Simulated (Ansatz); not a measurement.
**Fe3Ge, several self-consistent solutions**

```yaml
crystal:
  lattice:
    - [5.16900, 0.00000, 0.00000]
    - [-2.58450, 4.47649, 0.00000]
    - [0.00000, 0.00000, 4.22200]
  atoms:
    - { symbol: Fe, position: [0.83900, 0.67800, 0.25000] }
    - { symbol: Fe, position: [0.16100, 0.83900, 0.75000] }
    - { symbol: Fe, position: [0.32200, 0.16100, 0.25000] }
    - { symbol: Fe, position: [0.16100, 0.32200, 0.75000] }
    - { symbol: Fe, position: [0.83900, 0.16100, 0.25000] }
    - { symbol: Fe, position: [0.67800, 0.83900, 0.75000] }
    - { symbol: Ge, position: [0.33333, 0.66667, 0.25000] }
    - { symbol: Ge, position: [0.66667, 0.33333, 0.75000] }
```

Computed with plane-wave PAW DFT (Ansatz 0.2.0): r2SCAN, 500 eV cutoff, 7×7×8 Γ-centred mesh, fermi-dirac occupations of width 0.050 eV. The atoms are fixed and numbered as listed; spin is collinear, without spin-orbit coupling.

The cycle has several fixed points for this cell. Moments (μB):

```
state   Fe1    Fe2    Fe3    Fe4    Fe5    Fe6  other atoms together  size of the net moment a cell
    A  2.63   2.65   2.65   2.63  -2.46  -2.46                 -0.06                           5.46
    B  0.00   0.00   0.00   0.00   0.00   0.00                  0.00                           0.00
    C  2.66   2.66   2.66   2.66   2.66   2.66                 -0.27                          15.23
    D  2.63   2.50   2.63  -2.63  -2.50  -2.63                  0.00                           0.00
    E  2.56  -2.56   2.56  -2.56   2.56  -2.56                  0.00                           0.00
    F  2.49   2.59  -2.57   2.57  -2.59  -2.49                  0.00                           0.00
```

Site moments are taken in small spheres that don't touch (radius about 0.4 of the atom's shortest bond), so those of the magnetic atoms read low, and they needn't add up to the net moment. State B was run without spin polarisation.

**Question.** What is the order in energy at zero smearing?

**Answer.** State C (parallel moments) is lowest; E (antiparallel, compensated) lies 166 meV above it, A (antiparallel, not compensated) lies 176 meV above it, D (antiparallel, compensated) lies 184 meV above it, F (antiparallel, compensated) lies 229 meV above it, B (without moments) lies 755 meV above it, all counted an atom of the cell.

**Question.** Which states have a gap on the mesh, and what pressure does each exert on this cell?

**Answer.** A: no gap, 1.0 GPa; B: no gap, -23.2 GPa; C: no gap, 0.6 GPa; D: no gap, 1.1 GPa; E: no gap, 0.6 GPa; F: no gap, 1.6 GPa (positive in compression). Moments take up room: without them the pressure is lower, so that state wants a smaller cell.

**Question.** What does magnetism gain here?

**Answer.** 755 meV an atom of the cell, or 1007 meV for each Fe atom, against state B, which has none. In a metal like this the level decides whether moments form at all, so this is no ordering energy.

Of 5 runs begun from atoms with typed moments, each in a different pattern, 1 ended in state C: one start isn't enough to call a state the ground state.

The cell is that of a Crystallography Open Database entry, unchanged.

Caveats: only orders that fit this cell and collinear spins were tried, so the true order may need a larger cell or canted moments; atoms and cell are not relaxed, and each state would relax in its own way; r2SCAN overestimates the moments and magnetic energies of itinerant metals, and can make a paramagnetic metal magnetic; the k mesh is coarse, so differences of a few meV are uncertain where a state is a metal; one start a pattern, so a lower state of the same pattern may exist; the nearest magnetic atoms form triangles, which frustrates antiparallel coupling, so the true order may be non-collinear or need another cell.
